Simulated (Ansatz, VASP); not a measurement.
## CdTe: VASP beside Ansatz

```
Cd Te
1.0
     3.24470    3.24470    0.00000
    -3.24470    3.24470    0.00000
     0.00000    3.24470    3.24470
Cd Te
1 1
Direct
  0.00000 0.00000 0.00000
  0.75000 0.25000 0.50000
```

Change from the starting cell: unstrained.

Alike in both runs: task single point; functional PBEsol; k mesh 6 × 6 × 6; non-collinear spin, spin-orbit coupling.

|  | VASP | Ansatz |
| --- | --- | --- |
| version | VASP 6.6.1 | Ansatz 0.2.0 |
| potentials or method | VASP PAW PBE potentials, release 64 (Cd, Te), cutoff 520 eV | all-electron LAPW |
| occupations | gaussian, width 0.01 eV | fixed |

```csv
,VASP,Ansatz,Ansatz less VASP
gap on the k mesh at the Fermi level (eV),0.38,0.38,-0.004
pressure (GPa),0.2,0.0,-0.17
net moment per atom (μB),0.00,0.00,0.000
```

Ansatz ran all-electron here, so the differences hold the error of VASP's frozen core and of both bases.

Caveats: the PAW data sets were made with another functional, which shifts forces and pressure a little (VASP).
